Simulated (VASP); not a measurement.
**VASP 6.6.1 run: SiC**

INCAR

```
SIGMA = 0.02
GGA = PE
EDIFF = 1E-8
LCHARG = .FALSE.
LREAL = .FALSE.
IBRION = -1
NBANDS = 11
NSW = 0
NELM = 57
ENCUT = 520
ISMEAR = -1
ISIF = 2
PREC = Accurate
LWAVE = .FALSE.
LASPH = .TRUE.
IVDW = 12
```

KPOINTS

```
KPOINTS created by Atomic Simulation Environment
0
Gamma
8 8 8
0 0 0
```

POSCAR

```
Si C
 1.0000000000000000
     2.6453000000000002   -0.0112000000000000   -0.0252000000000000
    -0.0112000000000000    2.6480999999999999   -0.0266000000000000
    -0.0252000000000000   -0.0266000000000000    2.6901999999999999
 Si  C
   1   1
Cartesian
  0.0344223600000000  2.5549495300000000  2.5885511200000000
  1.3933334799999999  1.5731613099999999  1.1948793600000001
```

The recommended PBE PAW datasets give the neutral cell 8 valence electrons.

Command

```
mpirun -np 1 vasp_std
```

OSZICAR

```
N       E                     dE             d eps       ncg     rms          rms(c)
DAV:   1     0.496219030602E+01    0.49622E+01   -0.39513E+03  5904   0.621E+02
DAV:   2    -0.112475581001E+02   -0.16210E+02   -0.15462E+02  7384   0.101E+02
DAV:   3    -0.117611999895E+02   -0.51364E+00   -0.50640E+00  7245   0.142E+01
DAV:   4    -0.117625515913E+02   -0.13516E-02   -0.13513E-02  6387   0.889E-01
DAV:   5    -0.117625549041E+02   -0.33128E-05   -0.33120E-05  7087   0.425E-02    0.560E+00
DAV:   6    -0.111498266014E+02    0.61273E+00   -0.28449E+00  6267   0.690E+00    0.245E+00
DAV:   7    -0.111446594614E+02    0.51671E-02   -0.76706E-02  6842   0.187E+00    0.123E+00
DAV:   8    -0.111408533825E+02    0.38061E-02   -0.88167E-03  6379   0.587E-01    0.191E-01
DAV:   9    -0.111406836558E+02    0.16973E-03   -0.90033E-04  7687   0.160E-01    0.641E-02
DAV:  10    -0.111406792711E+02    0.43847E-05   -0.79471E-05  6628   0.549E-02    0.269E-02
DAV:  11    -0.111406801065E+02   -0.83539E-06   -0.13822E-05  6750   0.198E-02    0.768E-03
DAV:  12    -0.111406798971E+02    0.20938E-06   -0.11924E-06  6793   0.587E-03    0.919E-04
DAV:  13    -0.111406798480E+02    0.49081E-07   -0.44692E-08  6820   0.142E-03    0.397E-04
DAV:  14    -0.111406798233E+02    0.24738E-07   -0.41723E-09  3526   0.336E-04    0.449E-05
DAV:  15    -0.111406798235E+02   -0.23516E-09   -0.23589E-10  3310   0.111E-04
   1 F= -.11797498E+02 E0= -.11797007E+02  d E =-.982153E-03
```

From OUTCAR

```
k-points           NKPTS =    260   k-points in BZ     NKDIM =    260   number of bands    NBANDS=     11

   NELECT =       8.0000    total number of electrons

   dimension x,y,z NGX =    20 NGY =   20 NGZ =   20
   dimension x,y,z NGXF=    40 NGYF=   40 NGZF=   40

  energy-cutoff  :      520.00
  volume of cell :       18.84
      direct lattice vectors                 reciprocal lattice vectors
     2.645300000 -0.011200000 -0.025200000     0.378069770  0.001634763  0.003557670
    -0.011200000  2.648100000 -0.026600000     0.001634763  0.377673823  0.003749654
    -0.025200000 -0.026600000  2.690200000     0.003557670  0.003749654  0.371789976

 k-points in reciprocal lattice and weights: KPOINTS created by Atomic Simulation Env
   0.00000000  0.00000000  0.00000000       0.002
   0.12500000  0.00000000  0.00000000       0.004
   0.25000000  0.00000000  0.00000000       0.004
   0.37500000  0.00000000  0.00000000       0.004
   0.50000000  0.00000000  0.00000000       0.002
  -0.00000000  0.12500000  0.00000000       0.004
   0.12500000  0.12500000  0.00000000       0.004
   0.25000000  0.12500000  0.00000000       0.004
   ...

 E-fermi :  10.7258

 k-point     1 :       0.0000    0.0000    0.0000
  band No.  band energies     occupation
      1      -6.5471      2.00000
      2       9.1514      2.00000
      3       9.6885      2.00000
      4      10.0914      2.00000
      5      11.9541      0.00000
      6      15.6077      0.00000
      7      15.8736      0.00000
      8      23.2227      0.00000
      9      23.6712      0.00000
     10      24.4926      0.00000
     11      30.2863      0.00000

 k-point     2 :       0.1250    0.0000    0.0000
  band No.  band energies     occupation
      1      -6.2487      2.00000
      2       7.3487      2.00000
      3       9.4145      2.00000
      4      10.3628      2.00000
      5      12.5650      0.00000
      6      15.9320      0.00000
      7      17.6496      0.00000
      8      22.4571      0.00000
      9      23.1215      0.00000
     10      24.1859      0.00000
     11      29.6872      0.00000

 k-point     3 :       0.2500    0.0000    0.0000
  band No.  band energies     occupation
      1      -5.3613      2.00000
      2       4.0383      2.00000
      3      10.0153      2.00000
      4      10.9493      0.00003
      5      13.3343      0.00000
      6      16.8069      0.00000
      7      18.8575      0.00000
      8      20.6188      0.00000
      9      22.3662      0.00000
     10      24.8407      0.00000
     11      27.3124      0.00000

 k-point     4 :       0.3750    0.0000    0.0000
  band No.  band energies     occupation
      1      -3.9263      2.00000
      2       1.0250      2.00000
      3      10.8048      0.03778
      4      11.6790      0.00000
      5      14.3842      0.00000
      6      17.4342      0.00000
      7      18.1587      0.00000
      8      18.7042      0.00000
      9      21.1229      0.00000
     10      24.2875      0.00000
     11      28.4022      0.00000

 k-point     5 :       0.5000    0.0000    0.0000
  band No.  band energies     occupation
      1      -2.5246      2.00000
      2      -0.9148      2.00000
      3      11.2322      0.00000
      4      12.0499      0.00000
      5      15.7090      0.00000
      6      15.8419      0.00000
      7      17.8256      0.00000
      8      19.1257      0.00000
      9      20.5867      0.00000
     10      22.6739      0.00000
     11      30.3905      0.00000

 ...

  Total      -0.10163    -1.10077    -0.68633    -0.03860    -0.15024     0.04358
  in kB      -8.64212   -93.60631   -58.36334    -3.28252   -12.77580     3.70615
  external pressure =      -53.54 kB  Pullay stress =        0.00 kB

 POSITION                                       TOTAL-FORCE (eV/Angst)
 -----------------------------------------------------------------------------------
      0.03442      2.55495      2.58855        -0.035192     -1.274070      0.109248
      1.39333      1.57316      1.19488         0.035192      1.274070     -0.109248
 -----------------------------------------------------------------------------------
    total drift:                                0.000006      0.000003     -0.000022

  FREE ENERGIE OF THE ION-ELECTRON SYSTEM (eV)
  ---------------------------------------------------
  free  energy   TOTEN  =       -11.7974976712 eV

  energy  without entropy=      -11.7965155181  energy(sigma->0) =      -11.79700659
```

It converged. Results: gap between bands v and c on the k mesh -4.13 eV (bands overlap: a metal); least direct gap on the k mesh 0.11 eV; pressure -5.4 GPa; largest force 1.28 eV/Å. Band v is the last that the valence electrons fill when counted band by band, and c is the next.

For comparison, a separate PBE run of the intended cell, on usual settings and not on those above, gives a gap of -4.13 eV on its mesh and a pressure of 0.4 GPa.

The run above took about 15 s on one core of a shared host (Intel Xeon 6975P-C) and held 0.16 GiB at most.
